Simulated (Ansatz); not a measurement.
Here is an Ansatz 0.2.0 calculation.

Contents of input.yaml:

```yaml
crystal:
  lattice:
    - [2.69157241, 0.0, 0.0]
    - [0.0, 2.69157241, 0.0]
    - [0.0, 0.0, 2.69157241]
  atoms:
    - { symbol: Ni, position: [0.0, 0.0, 0.0] }
    - { symbol: Ni, position: [0.5, 0.5, 0.5] }
hamiltonian:
  xc: r2scan
  pseudopotentials: { kind: paw }
magnetization:
  spin_polarized: true
kpoints:
  mp_grid: { grid: [10, 10, 10] }
scf:
  occupations: { method: fermi_dirac, width: 0.02 }
  n_extra_bands: 12
output:
  eigenvalues: true
  optics: { e_range: [0, 14], sigma: 0.1, nscf_kmesh: { grid: [13, 13, 13] } }
```

Potentials or basis: Ansatz PAW.

Command:

```sh
$ ansatz run input.yaml --threads 2 --pin off --max-ram 5632MiB --backend cpu --events-out ev --progress --plain --runs-dir out
```

Problem. Estimate the net moment.

Solution. 1.14 μB per cell.

Problem. Predict the band gap on the k mesh.

Solution. None (metal or under the smearing width).

Problem. What does it give for the absolute moment?

Solution. 1.38 μB per cell.

Problem. Predict the site moments.

Solution. Ni +0.62 μB.

Dielectric function (mean over the directions given):
```csv
energy (eV),real part,imaginary part
0.60,-130.57,43.74
1.00,-48.03,47.19
1.50,-29.53,18.81
1.90,-14.71,13.87
2.40,-7.60,16.22
2.90,-8.61,11.73
3.30,-6.82,9.77
3.80,-5.61,7.20
4.20,-4.21,5.75
4.70,-2.68,4.87
5.20,-1.15,3.58
5.60,1.79,5.94
6.10,-0.01,7.84
6.60,-2.08,6.24
7.00,-3.27,4.17
7.50,-2.19,2.68
7.90,-1.33,2.11
8.40,-0.52,1.99
8.90,0.22,2.13
9.30,0.37,2.40
9.80,0.47,2.44
10.30,0.53,2.56
10.70,0.57,2.65
11.20,0.41,2.90
11.60,0.06,2.72
12.10,0.03,2.37
12.60,0.14,2.26
13.00,0.08,2.05
13.50,0.52,1.95
14.00,0.38,2.25
```

Caveat: the magnetic or orbital state may not be the lowest; spectra need much finer meshes, so this one isn't converged; independent-particle spectra lack excitons; the intraband (Drude) part of a metal's response may be missing.
